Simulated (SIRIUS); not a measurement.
Input of a SIRIUS 7.12.0 run:

The input run.py:

```python
import json, subprocess
import numpy as np
from ase.io import read
from ase.units import Bohr, Hartree
from ase.calculators.calculator import Calculator, all_changes, SCFError
from ase.eos import EquationOfState
from ase.units import GPa
from ase.calculators.mixing import SumCalculator
from dftd3.ase import DFTD3

class Sirius(Calculator):
    """Writes sirius.json, runs sirius.scf and reads output.json. Species files lie in the folder."""
    implemented_properties = ["energy", "free_energy", "forces", "magmom", "magmoms"]

    def __init__(self, settings, start):
        super().__init__()
        self.settings, self.start, self.warm = settings, start, False

    def run(self, atoms, settings, task):
        symbols = atoms.get_chemical_symbols()
        types = sorted(set(symbols))
        spin = settings["parameters"]["num_mag_dims"] > 0
        rows = {t: [] for t in types}
        for s, x, m in zip(symbols, atoms.get_scaled_positions(wrap=False), atoms.get_initial_magnetic_moments()):
            rows[s].append(list(x) + ([0, 0, m] if spin else []))
        cell = dict(lattice_vectors=(atoms.cell[:] / Bohr).tolist(), atom_types=types,
                    atom_files={t: t + ".json" for t in types}, atoms=rows)
        with open("sirius.json", "w") as f:
            json.dump(dict(settings, unit_cell=cell), f, indent=1)
        with open("sirius.log", "a") as log:
            subprocess.run(["sirius.scf", "--input=sirius.json", "--output=output.json", f"--task={task}"],
                           stdout=log, stderr=log, check=True)
        with open("output.json") as f:
            return json.load(f)["ground_state"], np.argsort(np.argsort(symbols, kind="stable"))

    def calculate(self, atoms=None, properties=["energy"], system_changes=all_changes):
        super().calculate(atoms, properties, system_changes)
        if not self.warm or "cell" in system_changes:
            loose = dict(self.settings, parameters={**self.settings["parameters"], **self.start})
            self.run(atoms, loose, task=0)  # loose LDA density as the start
            self.warm = True
        gs, order = self.run(atoms, self.settings, task=1)
        if not gs["converged"]:
            raise SCFError("SIRIUS did not converge")
        e = gs["energy"]
        free = e["free"] * Hartree  # E - TS, whose slope the forces are
        self.results = dict(energy=free, free_energy=free,
                            forces=np.array(gs["forces"])[order] * Hartree / Bohr)
        if "magnetisation" in gs:
            self.results["magmom"] = gs["magnetisation"]["total"][2]
            self.results["magmoms"] = np.array(gs["magnetisation"]["atoms"])[order, 2]
        self.gap, self.fermi = gs["band_gap"] * Hartree, gs["efermi"] * Hartree

settings = {'control': {'processing_unit': 'cpu',
             'std_evp_solver_name': 'lapack',
             'gen_evp_solver_name': 'lapack',
             'verbosity': 1,
             'print_forces': True,
             'ortho_rf': True,
             'use_second_variation': True,
             'rmt_max': 3.0},
 'parameters': {'electronic_structure_method': 'full_potential_lapwlo',
                'xc_functionals': ['XC_GGA_X_PBE', 'XC_GGA_C_PBE'],
                'core_relativity': 'dirac',
                'valence_relativity': 'iora',
                'num_fv_states': 18,
                'smearing': 'fermi_dirac',
                'smearing_width': 0.0018374661,
                'pw_cutoff': 20,
                'gk_cutoff': 3.46,
                'lmax_apw': 10,
                'lmax_rho': 8,
                'lmax_pot': 8,
                'num_mag_dims': 0,
                'auto_rmt': 0,
                'ngridk': [11, 11, 11],
                'shiftk': [0, 0, 0],
                'num_dft_iter': 80,
                'energy_tol': 1e-07,
                'density_tol': 1e-05,
                'use_symmetry': True},
 'settings': {'tol_ne': 1e-10},
 'iterative_solver': {'type': 'exact'},
 'mixer': {'type': 'anderson', 'beta': 0.5, 'max_history': 8}}
start = {'xc_functionals': ['XC_LDA_X', 'XC_LDA_C_PW'],
 'ngridk': [4, 4, 4],
 'gk_cutoff': 2.77,
 'smearing': 'fermi_dirac',
 'smearing_width': 0.0055,
 'energy_tol': 0.01,
 'density_tol': 0.05,
 'num_dft_iter': 30}

atoms = read("Ag.cif")
sirius = Sirius(settings, start)
dispersion = DFTD3(method="pbe", damping="d3bj")
atoms.calc = SumCalculator([sirius, dispersion])

cell = atoms.cell.copy()
volumes, energies = [], []
for x in [0.94, 0.96, 0.98, 1.0, 1.02, 1.04, 1.06]:
    atoms.set_cell(cell * x ** (1 / 3), scale_atoms=True)
    volumes.append(atoms.get_volume() / len(atoms))
    energies.append(atoms.get_potential_energy() / len(atoms))
    print(f"{volumes[-1]:10.4f} A^3/atom {energies[-1]:16.6f} eV/atom")
eos = EquationOfState(volumes, energies, eos="birchmurnaghan")
v0, e0, b0 = eos.fit()
print(f"V0 {v0:.4f} A^3/atom, B0 {b0 / GPa:.2f} GPa, B0' {eos.eos_parameters[2]:.2f}")
result = dict(volumes=volumes, energies=energies)
result.update(gap=sirius.gap, fermi=sirius.fermi, **{k: np.array(v).tolist() for k, v in sirius.results.items() if "mag" in k})
result['dispersion'] = dispersion.get_potential_energy(atoms)
with open("result.json", "w") as f:
    json.dump(result, f)
```

The input Ag.cif:

```cif
data_Ag
_cell_length_a 2.88888475
_cell_length_b 2.88888475
_cell_length_c 2.88888475
_cell_angle_alpha 60.00000000
_cell_angle_beta 60.00000000
_cell_angle_gamma 60.00000000
_space_group_name_H-M_alt 'P1'
_space_group_name_Hall 'P 1'
_space_group_IT_number 1
loop_
_space_group_symop_operation_xyz
'x,y,z'
loop_
_atom_site_label
_atom_site_type_symbol
_atom_site_symmetry_multiplicity
_atom_site_Wyckoff_symbol
_atom_site_fract_x
_atom_site_fract_y
_atom_site_fract_z
_atom_site_occupancy
Ag1 Ag 1 a 0.0000000000 0.0000000000 0.0000000000 1
```

Potentials or basis: all-electron FP-LAPW, apw+lo standard.

Command:

```bash
$ OMP_NUM_THREADS=1 python run.py
```

Q: Predict the equilibrium volume.

A: 16.80 Å³/atom.

Q: Estimate the pressure derivative of the bulk modulus.

A: 6.2 (rough: it moves with the points fitted).

Energy against volume, from the lowest point:
| volume (Å³/atom) | energy (meV/atom) |
| --- | --- |
| 16.025 | 14.26 |
| 16.366 | 4.02 |
| 16.707 | 0.00 |
| 17.048 | 0.99 |
| 17.389 | 6.53 |
| 17.730 | 15.58 |
| 18.071 | 28.39 |

Caveat: the basis cutoff falls short for Ag, Pd and Pb here, so volumes come out up to a per cent or two small and moduli rough.
